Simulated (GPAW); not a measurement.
Here is a GPAW 26.7.0 calculation.

The input run.py:

```python
from ase import Atoms
from ase.filters import FrechetCellFilter
from ase.io import write
from ase.optimize import BFGS
from gpaw import GPAW, PW, setup_paths

setup_paths.insert(0, '.')

atoms = Atoms(['Ag'],
              cell=[[0.0, 2.04275, 2.04275],
                    [2.04275, 0.0, 2.04275],
                    [2.04275, 2.04275, 0.0]],
              scaled_positions=[[0.0, 0.0, 0.0]],
              pbc=True)

calc = GPAW(mode=PW(600),
            xc='PBEsol',
            kpts={'size': (11, 11, 11), 'gamma': True},
            occupations={'name': 'fermi-dirac', 'width': 0.05},
            nbands=18,
            convergence={'density': 1e-05, 'forces': 0.0001},
            maxiter=150,
            txt='gpaw.txt')
atoms.calc = calc
opt = BFGS(FrechetCellFilter(atoms), trajectory='relax.traj', logfile='-')
done = opt.run(fmax=0.02, steps=60)
calc.write('gs.gpw')
write('result.traj', atoms)
print('Converged:', done)
print('Cell:', atoms.cell.cellpar().round(4))
print('Volume:', round(atoms.get_volume(), 4))
print(atoms.get_scaled_positions().round(5))
```

Potentials or basis: PAW data sets generated in the run's folder for this functional, pw.

Run with:

```sh
$ gpaw-setup -f PBEsol Ag
$ OMP_NUM_THREADS=1 python run.py
```

Predict the band gap on the k mesh.

none (metal or under the smearing width).

What does it give for the space group after relaxing (to 0.05 Å)?

Fm-3m (No. 225).

What does it give for the relaxed volume?

16.60 Å³/atom.

What does it give for the relaxed cell?

a = 2.864 Å, b = 2.864 Å, c = 2.864 Å, α = 60.00°, β = 60.00°, γ = 60.00°.

Final structure:
```xyz
1
Lattice="0.0000 2.0249 2.0249 2.0249 0.0000 2.0249 2.0249 2.0249 0.0000" Properties=species:S:1:pos:R:3 pbc="T T T"
Ag    0.0000    0.0000    0.0000
```

Caveat: later steps reuse the first step's grids.
